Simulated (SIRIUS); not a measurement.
## FeO (Wuestite) under changes of volume

One of the cells (10.013 Å³/atom); the others are scaled copies at fixed shape and fractional positions:

```
CELL_PARAMETERS angstrom
0.00000 2.15540 2.15540
2.15540 0.00000 2.15540
2.15540 2.15540 0.00000
ATOMIC_POSITIONS crystal
Fe 0.00000 0.00000 0.00000
O 0.50000 0.50000 0.50000
```

| Quantity | Value |
| --- | --- |
| Program | SIRIUS 7.12.0 |
| Functional | LDA |
| Potentials or basis | all-electron FP-LAPW |
| Cutoff | 287 eV |
| Basis | apw+lo standard |
| k mesh | 11 × 11 × 11 |
| Occupations | fermi-dirac, width 0.05 eV |
| Spin | collinear spin, ferromagnetic start |
| Starting moments | [3.0, 0.0] μB |

```tsv
volume (Å³/atom)	energy over the lowest point (meV/atom)	moment (μB per cell)
9.413	0.00	3.92
9.613	?	?
9.813	22.09	3.99
10.013	39.81	4.00
10.214	61.44	4.00
10.414	86.59	4.00
10.614	114.77	4.00
```

Q: What does the run at 9.613 Å³/atom give?

A: Energy over the lowest point 8.81 meV/atom; moment 3.97 μB per cell.

Worked out: A Birch-Murnaghan fit of order 3 (a polynomial in V^(-2/3)) to the other rows has its minimum at 9.19 Å³/atom, just outside them, with B0 = V·E''(V) = 217 GPa and B' = 3.8. It gives 8.67 meV/atom at 9.613 Å³/atom, against the run's 8.81. A parabola through the other rows of the moment, of slope 0.148 μB per Å³/atom there, gives 3.96 μB, against the run's 3.97.

Energies are extrapolated to zero smearing.

Caveats: a cell with one magnetic atom can't hold antiferromagnetic order, which such compounds often take.
